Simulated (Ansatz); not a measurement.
**Phases of AlNi at 140 GPa**

Structure types of AlNi are relaxed in primitive cells with their symmetry kept at 140 GPa, on PAW files; LAPW relaxes the small cells further and takes the PAW cell for the others (marked *). The enthalpy is E + pV at zero temperature, without zero-point motion. Only the types listed were tried, and differences under about 5 meV/atom are mesh noise. The real phase may be another.

Computed with Ansatz 0.2.0; functional PBE, scalar-relativistic. Settings: Fermi–Dirac smearing of 0.05 eV, no spin polarisation. Methods: LAPW: all electrons, basis error target 0.5 meV/atom; PAW: frozen-core files, cutoff 420 eV.

k meshes: rocksalt 16×16×16, CsCl 16×16×16, WC 16×16×14, NiAs 12×12×7, zincblende 14×14×14.

Spin polarisation is left out, though a magnetic state may lie lower.

Task: Which type is lowest in enthalpy, and by how much?

Result: CsCl, 388 meV/atom below distorted WC. The whole table:

```json
{"start type": "rocksalt", "ends as": "rocksalt, Fm-3m", "a, b, c (Å)": "4.151, 4.151, 4.151", "V (Å³/atom)": "8.94", "H − H(lowest), LAPW (meV/atom)": "1606.3", "same, PAW": "1604.8"}
{"start type": "CsCl", "ends as": "CsCl, Pm-3m", "a, b, c (Å)": "2.544, 2.544, 2.544", "V (Å³/atom)": "8.23", "H − H(lowest), LAPW (meV/atom)": "0.0", "same, PAW": "0.0"}
{"start type": "WC", "ends as": "distorted WC, P-6m2", "a, b, c (Å)": "2.369, 2.369, 3.448", "V (Å³/atom)": "8.38", "H − H(lowest), LAPW (meV/atom)": "387.8", "same, PAW": "390.6"}
{"start type": "NiAs*", "ends as": "distorted NiAs, P6_3/mmc", "a, b, c (Å)": "2.371, 2.371, 6.903", "V (Å³/atom)": "8.40", "H − H(lowest), LAPW (meV/atom)": "405.8", "same, PAW": "408.6"}
{"start type": "zincblende", "ends as": "zincblende, F-43m", "a, b, c (Å)": "4.365, 4.365, 4.365", "V (Å³/atom)": "10.39", "H − H(lowest), LAPW (meV/atom)": "4116.3", "same, PAW": "4112.3"}
```

Task: Split the lead of CsCl over distorted WC into energy and pV.

Result: For distorted WC less CsCl: ΔE = +258.5 meV/atom, and p·ΔV = 140 GPa × +0.1480 Å³ × 6.242 meV/(GPa·Å³) = +129.3 meV/atom, together 387.8 meV/atom. CsCl wins on both counts.
